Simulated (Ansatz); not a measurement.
**TlCl (Pm-3m): single point from a Python script**

What energy and properties does TlCl (Pm-3m) have at the given structure? A script is to give a single point; the system is TlCl (Pm-3m).

The COD entry's cell or inner coordinates are ideal or old and differ from later refinements, so a difference from it is no clean test against experiment.

Program: Ansatz 0.2.0 through its Python package. Level of theory: DFT PBE, plane waves, PAW. These are calculated values, not measurements.

### Step 1. The system

The structure is cubic, space group Pm-3m (No. 221). Conventional cell: a = 3.834 Å, b = 3.834 Å, c = 3.834 Å, α = 90.00°, β = 90.00°, γ = 90.00°. Tl (site symmetry m-3m) is surrounded by 8 Cl at 3.32 Å. Cl (site symmetry m-3m) is surrounded by 8 Tl at 3.32 Å.

No structure file is read: the coordinates are typed or built in the script.

### Step 2. The script

tlcl.py

```python
"""Self-consistent field of TlCl at the given structure."""

import warnings

import ansatz as az
from pymatgen.core import Structure
from pymatgen.symmetry.analyzer import SpacegroupAnalyzer


def main() -> None:
    warnings.simplefilter("ignore", az.DeckWarning)

    tlcl = (
        az.Lattice.cubic(3.834)
        .space_group(221)
        .atom("Tl", (0.0, 0.0, 0.0))
        .atom("Cl", (0.5, 0.5, 0.5))
    )

    # the calculation
    model = tlcl.calculation()
    model = model.occupations("Fixed")
    model = model.functional("PBE")
    model = model.kpoints(mesh=(5, 5, 5))
    planned = model.session().plan(threads=1)
    facts = planned.describe()
    print("plan:", facts["n_bands"], "bands,", len(facts["kpoints_frac"]), "k-points, plane waves", facts["n_pw_range"], "grid", facts["fft_dense"])
    done = planned.execute()
    data = done.report

    for key in ("converged", "n_iterations", "n_electrons", "n_kpoints", "n_pw", "n_symmetry_ops", "free_energy_ev", "fermi_energy_ev"):
        print(f"{key:18s} {data[key]}")

    final = Structure(done.lattice.cell_ang, [s.symbol for s in done.lattice.sites], [s.position_frac for s in done.lattice.sites])
    analyser = SpacegroupAnalyzer(final, symprec=0.01)
    standard = analyser.get_conventional_standard_structure()
    print(analyser.get_crystal_system(), analyser.get_space_group_symbol(), len(standard), "atoms in the conventional cell")
    print("a b c (A):", [round(x, 4) for x in standard.lattice.abc], " angles:", [round(x, 2) for x in standard.lattice.angles])
    print(f"mass density {float(final.density):.3f} g/cm^3")

    print(final.to(fmt="poscar"))

    used = data["setup"]
    print("cutoffs (eV):", used["ecut_ev"], used["ecutrho_ev"], " FFT grid:", used["fft_dense"])
    print("cell volume {:.3f} A^3, {} symmetry operations".format(used["cell_volume_ang3"], used["n_sym_ops"]))


if __name__ == "__main__":
    main()
```

### Step 3. Running it

Command:

```
$ python tlcl.py
```

The program printed:

```text
plan: 14 bands, 10 k-points, plane waves [1090, 1141] grid [27, 27, 27]
converged          True
n_iterations       9
n_electrons        20.0
n_kpoints          10
n_pw               1141
n_symmetry_ops     48
free_energy_ev     -12525.599023887236
fermi_energy_ev    4.910710189862958
cubic Pm-3m 2 atoms in the conventional cell
a b c (A): [3.834, 3.834, 3.834]  angles: [90.0, 90.0, 90.0]
mass density 7.067 g/cm^3
Tl1 Cl1
1.0
   3.8340000000000001    0.0000000000000000    0.0000000000000000
   0.0000000000000002    3.8340000000000001    0.0000000000000000
   0.0000000000000002    0.0000000000000002    3.8339999999999996
Tl Cl
1 1
direct
   0.0000000000000000    0.0000000000000000    0.0000000000000000 Tl
   0.5000000000000000    0.5000000000000000    0.5000000000000000 Cl

cutoffs (eV): 420.0 1680.0  FFT grid: [27, 27, 27]
cell volume 56.358 A^3, 48 symmetry operations
```

Run time: 3 s. Hardware: 1 thread of Arm Neoverse N1, shared host; peak memory 0.37 GiB.

Lines on the test bed's own set-up are left out of the output.

### Step 4. What the engine kept of the run

The report of the run holds:

```tsv
item	value
SCF cycles in all	9
k-points solved	10
plane waves	1141
bands	14
valence electrons	20
free energy (eV)	-12525.59902
Fermi level (eV)	4.911
lowest empty less highest filled level on the mesh, by band count (eV)	2.911
```

### Step 5. The same input on the command line

The engine's input of that run, saved to a file, gives the whole log.

input.yaml

```yaml
crystal:
  lattice: { bravais: cubic, a: 3.834 }
  space_group: 221
  atoms:
    - { symbol: Tl, position: [0.0, 0.0, 0.0] }
    - { symbol: Cl, position: [0.5, 0.5, 0.5] }
kpoints:
  mp_grid: { grid: [5, 5, 5] }
hamiltonian:
  xc: pbe
scf:
  occupations: { method: fixed }
```

Command:

```
$ ansatz run input.yaml --threads 1 --pin off --max-ram 3072MiB --backend cpu --events-out ev --progress --plain --runs-dir out
```

The program printed (excerpt; [...] marks lines left out):

```text
Warning: RAYON_NUM_THREADS=1 ignored (pool sized by the plan → 1); use --threads N
crystal.space_group: 221 is read as Pm-3m: the typed cell holds Tl1Cl1 (Tl 1a, Cl 1b). Least distances (Å): Tl–Tl 3.834, Tl–Cl 3.320, Cl–Cl 3.834
[...]
Pseudopotentials: kind: paw
Pseudopotential: Tl, paw, valence charge 13, recommended cutoff 420 eV (normal), Tl.paw.azcp
Pseudopotential: Cl, paw, valence charge 7, recommended cutoff 420 eV (normal), Cl.paw.azcp
Functional definition: PBE
[...]
Crystal: 2 atoms, lattice volume = 56.358 Å³
Basis set: ecut = 420 eV, 1141 PW (Γ)
Bands: 14, of which v1, the nominal top of the filled ones, is band 10 counted from 1 (9 counted from 0)
Symmetry: 48 space group operations
Space group: Pm-3m (ITA 221), of the structure as read, at distance tolerance 3.8e-5 Å
k-points: 10 of 125
[...]
SCF iter   1: F=—  HF=-12525.600006 eV  |F-HF|=—  |Δ(HF+E_count)|=         —  Δρ=6.60e-4  dr2=3.06e-4  ethr=1.77e-3  ⟨swp⟩=4.2  Hψ=625  notcnv=0  defer=14
[...]
SCF iter   9: F=-12525.599024 eV  HF=-12525.599024 eV  |F-HF|=5.48e-8  |Δ(HF+E_count)|=   1.86e-7  Δρ=8.10e-6  dr2=6.82e-8  ethr=5.00e-10  ⟨swp⟩=1.6  Hψ=354  notcnv=0
[...]
SCF converged after 9 iterations
Free energy (F): -12525.599024 eV
[...]
E sigma→0 (E₀):  -12525.599024 eV
Fermi energy:    4.910710 eV
[...]
```

It took 1.1 s on 1 thread of Arm Neoverse N1, shared host; peak memory 0.24 GiB.

Script and command line differ by 0.000 meV in the energy.

### Step 6. Summary of results

| quantity | value |
| --- | --- |
| free energy | -12525.5990 eV (-6262.7995 eV/atom) |
| gap on the mesh | 2.91 eV |

On the mesh the gap is 2.91 eV; the true edges may lie between its points. No spin-orbit coupling was included, so the levels of the heavy atoms aren't split. The zero of the levels is a convention of the potentials, so an absolute Fermi energy is no work function. Of the deposited cell: the entry's cell lengths or inner coordinates differ somewhat from later room-temperature determinations. Spin-orbit coupling, which matters for elements this heavy, is left out.
